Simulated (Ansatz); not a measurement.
A 6-atom cell of ZnS (R3m) from a materials database, relaxed with r2SCAN. It is trigonal, R3m (No. 160); a = 3.807 Å, c = 28.065 Å in the conventional setting, 19.57 Å³ an atom. Zn is surrounded by 4 S at 2.33–2.34 Å; Zn is surrounded by 4 S at 2.33 Å; S is surrounded by 4 Zn at 2.33–2.34 Å; S is surrounded by 4 Zn at 2.33 Å.

```xyz
6
Lattice="1.9035 1.0990 9.3549 -1.9035 1.0990 9.3549 0.0000 -2.1979 9.3549" Properties=species:S:1:pos:R:3 pbc="T T T"
Zn    0.0000    0.0000   28.0639
Zn    0.0000    0.0000    6.2381
Zn    0.0000    0.0000   12.4763
S     0.0000    0.0000    2.3369
S     0.0000    0.0000   14.8136
S     0.0000    0.0000    8.5711
```

3 runs of the PAW code Ansatz on this cell differ in the functional (and in the settings that go with it). Levels are in eV from each run's valence top; v1 is the last filled band, c1 the first empty one.

Run A, mean stress +1.8 GPa (compression positive):
```
point     v5     v3     v1    c1    c2    c3
    Γ  -0.72  -0.05   0.00  3.43  4.59  4.75
    T  -0.95  -0.27  -0.25  4.43  4.55  4.70
   H₂  -3.25  -2.35  -1.51  5.57  5.93  6.72
    L  -2.28  -2.05  -0.94  4.44  5.07  5.26
   S₀  -3.25  -2.25  -1.51  5.53  6.16  6.27
    F  -2.38  -1.35  -1.34  4.48  4.76  5.47
```

Run B, mean stress -4.0 GPa (compression positive):
```
point     v5     v3     v1    c1    c2    c3
    Γ  -0.69  -0.06   0.00  1.94  3.10  3.26
    T  -0.90  -0.25  -0.24  2.96  3.08  3.22
   H₂  -3.10  -2.26  -1.46  4.28  4.48  5.26
    L  -2.20  -1.96  -0.90  3.11  3.69  3.85
   S₀  -3.10  -2.16  -1.46  4.21  4.74  4.85
    F  -2.28  -1.30  -1.29  3.12  3.43  4.08
```

Run C, mean stress +2.3 GPa (compression positive):
```
point     v5     v3     v1    c1    c2    c3
    Γ  -0.69  -0.06   0.00  2.19  3.32  3.47
    T  -0.89  -0.25  -0.24  3.17  3.29  3.43
   H₂  -3.03  -2.21  -1.44  4.47  4.67  5.43
    L  -2.16  -1.94  -0.89  3.33  3.89  4.05
   S₀  -3.03  -2.11  -1.44  4.41  4.92  5.03
    F  -2.25  -1.28  -1.27  3.34  3.64  4.27
```

Task: Match the runs to LDA, PBE, HSE06.

Result: A is HSE06, B is LDA, C is PBE. In order of the gap: LDA 1.94, PBE 2.19, HSE06 3.43 eV.

Calculated for a static, non-magnetic cell.

The stress of a hybrid is loosely converged in these runs.
